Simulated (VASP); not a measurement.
Wanted: the native input for a VASP 6.6.1 run.

| Quantity | Value |
| --- | --- |
| Task | single point |
| Functional | RPBE |
| Dispersion | D4 |
| Potentials or basis | VASP PAW PBE potentials, release 64 (Se, Ti_sv) |
| Cutoff | 520 eV |
| k mesh | 9 × 9 × 5 |
| Occupations | gaussian, width 0.05 eV |
| Spin | no spin polarisation |
| Hubbard terms | Ti d U = 4.0 eV |
| Dipole correction | no |
| Further INCAR settings | ALGO = Normal; EDIFF = 1e-07; NBANDS = 19 |

The structure of TiSe2 lies in POSCAR:

```
TiSe2
1.0
    3.5594179010      0.0000000000      0.0000000000
   -1.7797089505      3.0825463250      0.0000000000
    0.0000000000      0.0000000000      6.0437627482
Se Ti
2 1
Direct
    0.6666666667      0.3333333333      0.7448000000
    0.3333333333      0.6666666667      0.2552000000
    0.0000000000      0.0000000000      0.0000000000
```

The cell isn't the ideal one: volume scaled by 1.02.

One way to write it, as run:

INCAR

```
  ALGO = Normal
  EDIFF = 1E-7
  ENCUT = 520
  GGA = RP
  ISIF = 2
  ISMEAR = 0
  IVDW = 13
  LASPH = True
  LCHARG = True
  LDAU = True
  LDAUJ = 0 0
  LDAUL = -1 2
  LDAUPRINT = 1
  LDAUTYPE = 2
  LDAUU = 0 4
  LELF = True
  LMAXMIX = 4
  LREAL = False
  LVHAR = True
  LWAVE = False
  NBANDS = 19
  NELM = 150
  PREC = Accurate
  SIGMA = 0.05
```

KPOINTS

```
k-points
0
Gamma
  9 9 5
```

Potentials or basis: VASP PAW PBE potentials, release 64 (Se, Ti_sv).

Launch:

```console
$ cat potpaw_PBE.64/Se/POTCAR potpaw_PBE.64/Ti_sv/POTCAR > POTCAR
$ mpirun -np 1 vasp_std > vasp.out
```

It gave:

```
Pressure                   : 0.2 GPa
Largest force              : 0.141 eV/Å
Band gap on the k mesh     : none (metal or under the smearing width)
Dispersion energy per atom : -0.661 eV
```

Caveat: the PAW data sets were made with another functional, which shifts forces and pressure a little; U without spin polarisation on a metal has little footing.

Wall time 90 s on 1 thread of AMD EPYC 7R43 64-Core Processor (Zen 3), with other jobs on the host, peak memory 0.18 GiB.
